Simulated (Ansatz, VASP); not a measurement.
Ta in VASP and in Ansatz

```
Ta
1.0
    -1.45032    1.65751    1.65751
     1.65751   -1.45032    1.65751
     1.65751    1.65751   -1.45032
Ta
1
Cartesian
  0.0000 0.0000 0.0000
```

Alike in both runs: task single point; functional LDA; k mesh 22 × 22 × 22; occupations gaussian, width 0.15 eV; no spin polarisation.

```csv
,VASP,Ansatz
version,VASP 6.6.1,Ansatz 0.2.0
potentials or method,"VASP PAW LDA potentials, release 64 (Ta_pv)","scalar-relativistic, plane waves, PAW"
plane-wave cutoff (eV),520,420
valence electrons in the cell,11,13
```

```csv
,VASP,Ansatz,Ansatz less VASP
gap on the k mesh at the Fermi level (eV),none,none,-
pressure (GPa),-5.7,-6.4,-0.75
largest component of the traceless stress (GPa),5.57,5.56,-0.016
```

A gap of «none» marks a metal or a gap that the smearing closes. The two sets of potentials don't hold the same shells in valence.

Spin-orbit coupling is left out, which matters for the levels of Ta.
